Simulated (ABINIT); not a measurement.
Set up this calculation in ABINIT 10.8.3 (patched build), as the native input.

| Item | Value |
| --- | --- |
| Task | equation of state |
| Functional | PBE |
| Potentials or basis | JTH PAW PBE v2.0 |
| Cutoff | 626 eV |
| k mesh | 9 × 9 × 9 |
| Occupations | fermi-dirac, width 0.05 eV |
| Spin | no spin polarisation |
| Fine-grid cutoff | 1224.51 eV |
| Exchange and correlation inside the PAW spheres | full angular mesh (pawxcdev 0, this build's default; the released program takes 1) |

Crystal: PbO2.

```xyz
3
Lattice="0.0000 2.7020 2.7020 2.7020 0.0000 2.7020 2.7020 2.7020 0.0000" Properties=species:S:1:pos:R:3 pbc="T T T"
Pb    0.0000    0.0000    0.0000
O     4.0530    4.0530    4.0530
O     1.3510    1.3510    1.3510
```

The cell comes from a database or a generator and needn't be the stable form of this composition.

One way to write it, as run:

run.abi

```
ndtset 7
getwfk -1
scalecart1 3*0.9795861087
scalecart2 3*0.9864848297
scalecart3 3*0.9932883884
scalecart4 3*1.0000000000
scalecart5 3*1.0066227096
scalecart6 3*1.0131594038
scalecart7 3*1.0196128224

pp_dirpath "./"
pseudos "Pb.GGA_PBE-JTH.xml, O.GGA_PBE-JTH.xml"

acell 7.2210096223 7.2210096223 7.2210096223
rprim
     0.0000000000     0.7071067812     0.7071067812
     0.7071067812     0.0000000000     0.7071067812
     0.7071067812     0.7071067812     0.0000000000
ntypat 2
znucl 82 8
natom 3
typat 1 2 2
xred
     0.0000000000     0.0000000000     0.0000000000
     0.7500000000     0.7500000000     0.7500000000
     0.2500000000     0.2500000000     0.2500000000

ecut 23.0
pawecutdg 45.0

kptopt 1
ngkpt 9 9 9
nshiftk 1
shiftk 0.0 0.0 0.0

ixc 11

nband 17
occopt 3
tsmear 0.05 eV

nstep 100
tolvrs 1.0e-9

iomode 3
prtwf 1
prtden 0
prteig 0
prtebands 0
enunit 2
```

Potentials or basis: JTH PAW PBE v2.0.

Run with:

```bash
$ abinit run.abi > log 2>&1
```

Results of the run:

| Quantity | Value |
| --- | --- |
| Equilibrium volume | 13.22 Å³/atom |
| Bulk modulus | 134 GPa |
| Pressure derivative of the bulk modulus | 5.1 |

Caveat: pressures at fixed basis lie under the slope of the energies.

Run time: 4.1 min on 1 thread of Arm Neoverse V1, with other jobs on the host, peak memory 0.17 GiB.
